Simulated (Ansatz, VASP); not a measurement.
# Cu: VASP beside Ansatz

```
Cu
1.0
     2.53410    0.00000    0.00000
    -1.26705    2.19459    0.00000
     0.00000    0.00000    4.07145
Cu
2
Direct
  0.33333 0.66667 0.25000
  0.66667 0.33333 0.75000
```

Change from the starting cell: strain -0.0100 x Voigt [0, 0, 1, 0, 0, 0], atoms carried along.

Alike in both runs: task single point; functional PBEsol; k mesh 24 × 24 × 12; occupations gaussian, width 0.15 eV; no spin polarisation.

|  | VASP | Ansatz |
| --- | --- | --- |
| version | VASP 6.6.1 | Ansatz 0.2.0 |
| potentials or method | VASP PAW PBE potentials, release 64 (Cu) | scalar-relativistic, plane waves, PAW |
| plane-wave cutoff (eV) | 520 | 420 |
| valence electrons in the cell | 22 | 38 |

VASP gave:

```
gap on the k mesh at the Fermi level (eV)       : none
pressure (GPa)                                  : 0.8
largest component of the traceless stress (GPa) : 2.64
```

**Question.** What did Ansatz give for the same quantities?

**Answer.** gap on the k mesh at the Fermi level (eV): none; pressure (GPa): 0.1; largest component of the traceless stress (GPa): 2.65.

A gap of «none» marks a metal or a gap that the smearing closes. The two sets of potentials don't hold the same shells in valence.

Caveats: the PAW data sets were made with another functional, which shifts forces and pressure a little (VASP).
